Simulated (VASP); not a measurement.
# CdO (Monteponite) (Fm-3m) in VASP: a series of runs, part 2 of 2

VASP 6.6.1. The steps go on from the part before.

**3. Relaxation of cell and atoms, PBEsol**

This run uses another cell than the first one, of 12.97 Å³/atom, 0.996 times its volume.

Contents of INCAR:

```
  PREC = Accurate
  ENCUT = 600
  EDIFF = 1E-6
  ISMEAR = 0
  SIGMA = 0.03
  LREAL = False
  LASPH = True
  NELM = 80
  ALGO = Normal
  ISIF = 3
  LWAVE = False
  LCHARG = False
  GGA = PS
  IBRION = 2
  NSW = 90
  EDIFFG = -0.01
  KPAR = 4
```

Contents of KPOINTS:

```
Automatic mesh
0
Gamma
  12 12 12
```

Contents of POSCAR:

```
CdO
1.0
    0.0000000000      2.3495000000      2.3495000000
    2.3495000000      0.0000000000      2.3495000000
    2.3495000000      2.3495000000      0.0000000000
Cd O
1 1
Direct
    0.0000000000      0.0000000000      0.0000000000
    0.5000000000      0.5000000000      0.5000000000
```

Potentials or basis: VASP PAW PBE potentials, release 64 (Cd, O).

Run with:

```bash
$ cat potpaw_PBE.64/Cd/POTCAR potpaw_PBE.64/O/POTCAR > POTCAR
$ mpirun -np 4 vasp_std > vasp.out
```

OUTCAR:

```text
PREC = Accurate
   ENCUT = 600
   EDIFF = 1E-6
   ISMEAR = 0
   LREAL = False
   LASPH = True
   NELM = 80
   ISIF = 3
   GGA = PS
   IBRION = 2
   NSW = 90
   EDIFFG = -0.01

 ion  position               nearest neighbor table
   1  0.000  0.000  0.000-   2 2.35   2 2.35   2 2.35   2 2.35   2 2.35   2 2.35
   2  0.500  0.500  0.500-   1 2.35   1 2.35   1 2.35   1 2.35   1 2.35   1 2.35

  LATTYP: Found a face centered cubic cell.
 ALAT       =     4.6990000000

  Lattice vectors:

 A1 = (   0.0000000000,   2.3495000000,   2.3495000000)
 A2 = (   2.3495000000,   0.0000000000,   2.3495000000)
 A3 = (   2.3495000000,   2.3495000000,   0.0000000000)

Analysis of symmetry for initial positions (statically):
=====================================================================
 Subroutine PRICEL returns:
 Original cell was already a primitive cell.

 Routine SETGRP: Setting up the symmetry group for a
 face centered cubic supercell.

 Subroutine GETGRP returns: Found 48 space group operations
 (whereof 48 operations were pure point group operations)
 out of a pool of 48 trial point group operations.

The static configuration has the point symmetry O_h .

Analysis of symmetry for dynamics (positions and initial velocities):
=====================================================================
 Subroutine PRICEL returns:
 Original cell was already a primitive cell.

 Routine SETGRP: Setting up the symmetry group for a
 face centered cubic supercell.

 Subroutine GETGRP returns: Found 48 space group operations
 (whereof 48 operations were pure point group operations)
 out of a pool of 48 trial point group operations.

The dynamic configuration has the point symmetry O_h .

 Subroutine INISYM returns: Found 48 space group operations
 (whereof 48 operations are pure point group operations),
 and found     1 'primitive' translations

----------------------------------------------------------------------------------------

                                     Primitive cell

  volume of cell :      25.9392

  direct lattice vectors                    reciprocal lattice vectors
     0.000000000  2.349500000  2.349500000    -0.212811236  0.212811236  0.212811236
     2.349500000  0.000000000  2.349500000     0.212811236 -0.212811236  0.212811236
     2.349500000  2.349500000  0.000000000     0.212811236  0.212811236 -0.212811236

  length of vectors
     3.322694765  3.322694765  3.322694765     0.368599874  0.368599874  0.368599874

  position of ions in fractional coordinates (direct lattice)
     0.000000000  0.000000000  0.000000000
     0.500000000  0.500000000  0.500000000

  ion indices of the primitive-cell ions
   primitive index   ion index
                 1           1
                 2           2

----------------------------------------------------------------------------------------

 KPOINTS: Automatic mesh

Automatic generation of k-mesh.
 Grid dimensions read from file:
 generate k-points for:   12   12   12

 Generating k-lattice:

  Cartesian coordinates                     Fractional coordinates (reciprocal lattice)
    -0.017734270  0.017734270  0.017734270     0.083333333  0.000000000  0.000000000
[... 47 lines left out ...]
   NGX,Y,Z   is equivalent  to a cutoff of  14.01, 14.01, 14.01 a.u.
   NGXF,Y,Z  is equivalent  to a cutoff of  28.02, 28.02, 28.02 a.u.
 SYSTEM =  unknown system
   PREC   = accura    normal or accurate (medium, high low for compatibility)
   ISTART =      0    job   : 0-new  1-cont  2-samecut
   ICHARG =      2    charge: 1-file 2-atom 10-const
   ISPIN  =      1    spin polarized calculation?
   LNONCOLLINEAR =      F non collinear calculations
   LSORBIT =      F    spin-orbit coupling
   LASPH  =      T    aspherical Exc in radial PAW
   ENCUT  =  600.0 eV  44.10 Ry    6.64 a.u.   6.64  6.64  6.64*2*pi/ulx,y,z
   NELM   =     80;   NELMIN=  2; NELMDL= -5     # of ELM steps
   EDIFF  = 0.1E-05   stopping-criterion for ELM
   LREAL  =      F    real-space projection
   EDIFFG = -.1E-01   stopping-criterion for IOM
   NSW    =     90    number of steps for IOM
   IBRION =      2    ionic relax: 0-MD 1-quasi-New 2-CG
   NFREE  =      1    steps in history (QN), initial steepest desc. (CG)
   ISIF   =      3    stress and relaxation
   ISYM   =      2    0-nonsym 1-usesym 2-fastsym
   POTIM  = 0.5000    time-step for ionic-motion
   TEBEG  =    0.0;   TEEND  =   0.0 temperature during run
   PSTRESS=    0.0 pullay stress
   NELECT =      18.0000    total number of electrons
   NUPDOWN=      -1.0000    fix difference up-down
   EMIN   =  10.00;   EMAX   =-10.00  energy-range for DOS
   EFERMI =   0.00;   METHOD = LEGACY
   ISMEAR =     0;   SIGMA  =   0.03  broadening in eV -4-tet -1-fermi 0-gaus
   EFERMI_NEDOS =   21; number of points for ismear=-14 and -15
   IALGO  =     38    algorithm
   IMIX   =      4    mixing-type and parameters
     AMIX     =   0.40;   BMIX     =  1.00
     AMIX_MAG =   1.60;   BMIX_MAG =  1.00
  volume/ion in A,a.u.               =      12.97        87.52
  Fermi-wavevector in a.u.,A,eV,Ry     =   1.449373  2.738918 28.581522  2.100683
  Thomas-Fermi vector in A             =   2.567107
   LORBIT       =      0    0 simple, 1 ext, 2 COOP (PROOUT), +10 PAW based schemes
   GGA     = PS    functional components
   LHFCALC =     F    Hartree Fock is set to
   AEXX    =    0.0000 exact exchange contribution
   IVDW    =     0    specifies the selected vdW correction
   LEPSILON=     F    determine dielectric tensor
   LRPA    =     F    only Hartree local field effects (RPA)
 conjugate gradient relaxation of ions
 non-spin polarized calculation
 Gauss-broadening in eV      SIGMA  =   0.03
  energy-cutoff  :      600.00
  volume of cell :       25.94
 maximum number of plane-waves:       893
   NGX = 13   NGY = 13   NGZ = 13

--------------------------------------- Ionic step        1  -------------------------------------------

 number of electron      18.0000002 magnetization

 Free energy of the ion-electron system (eV)
  ---------------------------------------------------
  ext. energy  EPLUGINS =         0.00000000
  ---------------------------------------------------
  free energy    TOTEN  =        -8.50538664 eV

  energy without entropy =       -8.50534101  energy(sigma->0) =       -8.50536382

------------------------ aborting loop because EDIFF is reached ----------------------------------------

  FORCE on cell =-STRESS in cart. coord.  units (eV):
  Direction    XX          YY          ZZ          XY          YZ          ZX
  --------------------------------------------------------------------------------------
  -------------------------------------------------------------------------------------
  Total        0.0857881      0.0857881      0.0857881      0.0000000      0.0000000      0.0000000
  in kB        5.2988489      5.2988489      5.2988489      0.0000000      0.0000000      0.0000000
  external PRESSURE =       5.2988489 kB  Pullay stress =       0.0000000 kB
[... 59 lines left out ...]
--------------------------------------- Ionic step        3  -------------------------------------------

 number of electron      18.0000002 magnetization

 Free energy of the ion-electron system (eV)
  ---------------------------------------------------
  ext. energy  EPLUGINS =         0.00000000
  ---------------------------------------------------
  free energy    TOTEN  =        -8.50554877 eV

  energy without entropy =       -8.50550305  energy(sigma->0) =       -8.50552591

 E-fermi :   1.8752     XC(G=0): -11.9422

 val. band max:        1.8490335790   @ k =   0.5000   0.0000   0.0000
 cond. band min:       2.1416215044   @ k =   0.0833   0.0000   0.0000
 fundamental gap:      0.2925879254
 Fermi energy:         1.8751672953

 k-point     1 :       0.0000    0.0000    0.0000
  band No.  band energies     occupation
      1     -15.4488      2.00000
      2      -4.8051      2.00000
      3      -4.8051      2.00000
      4      -4.8051      2.00000
      5      -4.5027      2.00000
      6      -4.5027      2.00000
      7       0.5008      2.00000
      8       0.5008      2.00000
      9       0.5008      2.00000
     10       1.3096      2.00000
     11      16.6110      0.00000
     12      18.7064      0.00000
     13      18.7064      0.00000
[... 354 lines left out ...]
  band No.  band energies     occupation
      1     -14.6528      2.00000
      2      -5.5686      2.00000
      3      -5.2732      2.00000
      4      -5.1787      2.00000
      5      -4.2707      2.00000
      6      -4.2478      2.00000
      7      -1.8792      2.00000
      8       0.6436      2.00000
      9       1.5984      2.00000
     10       7.3846      0.00000
     11       8.7356      0.00000
     12      12.0176      0.00000
     13      14.0176      0.00000

 [... further k-points ...]
[... 5 lines left out ...]
  --------------------------------------------------------------------------------------
  -------------------------------------------------------------------------------------
  Total        0.0004121      0.0004121      0.0004121      0.0000000      0.0000000     -0.0000000
  in kB        0.0253598      0.0253598      0.0253598      0.0000000      0.0000000     -0.0000000
  external PRESSURE =       0.0253598 kB  Pullay stress =       0.0000000 kB
[... 17 lines left out ...]
  FREE ENERGIE OF THE ION-ELECTRON SYSTEM (eV)
  ---------------------------------------------------
  free  energy   TOTEN  =        -8.5055487727 eV

  energy  without entropy=       -8.5055030510  energy(sigma->0) =       -8.50552591

 reached required accuracy - stopping structural energy minimisation
```

CONTCAR:

```text
CdO
   1.00000000000000
     0.0000000000000000    2.3523961155704942    2.3523961155704942
     2.3523961155704942    0.0000000000000000    2.3523961155704942
     2.3523961155704942    2.3523961155704942    0.0000000000000000
  Cd              O
     1     1
Direct
     0.0000000000000000    0.0000000000000000    0.0000000000000000
     0.5000000000000000    0.5000000000000000    0.5000000000000000

  0.00000000E+00  0.00000000E+00  0.00000000E+00
  0.00000000E+00  0.00000000E+00  0.00000000E+00
```

It took 26 s on 4 MPI ranks of AMD EPYC 7R43 (Zen 3), shared host; peak memory 0.14 GiB.

Results:

```
Free energy                            : -8.5055 eV
Relaxed volume                         : 13.02 Å³/atom
Relaxed cell                           : a = 3.327 Å, b = 3.327 Å, c = 3.327 Å, α = 60.00°, β = 60.00°, γ = 60.00°
Space group after relaxing (to 0.05 Å) : Fm-3m (No. 225)
Energy gained by relaxing              : 0.1 meV/atom
Ionic steps                            : 3
Pressure after relaxing                : 0.0 GPa
Band gap on the k mesh                 : none (metal or under the smearing width)
```

Step by step:
```csv
step,energy change (eV),largest force (eV/Å),pressure (GPa),volume (Å³)
1,0.0000,0.0000,0.53,25.94
2,-0.0001,0.0000,-0.36,26.10
3,-0.0002,0.0000,0.00,26.04
```

Final structure:
```cif
data_structure
_symmetry_space_group_name_H-M 'P 1'
_symmetry_Int_Tables_number 1
_cell_length_a 3.3268
_cell_length_b 3.3268
_cell_length_c 3.3268
_cell_angle_alpha 60.000
_cell_angle_beta 60.000
_cell_angle_gamma 60.000
_cell_volume 26.04
loop_
_atom_site_label
_atom_site_type_symbol
_atom_site_fract_x
_atom_site_fract_y
_atom_site_fract_z
_atom_site_occupancy
Cd1 Cd 0.00000 0.00000 0.00000 1
O1 O 0.50000 0.50000 0.50000 1
```

Caveat: the PAW data sets were made with another functional, which shifts forces and pressure a little; this crystal is a semiconductor, whose small gap the functional closes, so the metal is an error of the method. Zero-point motion and thermal expansion aren't in these numbers.
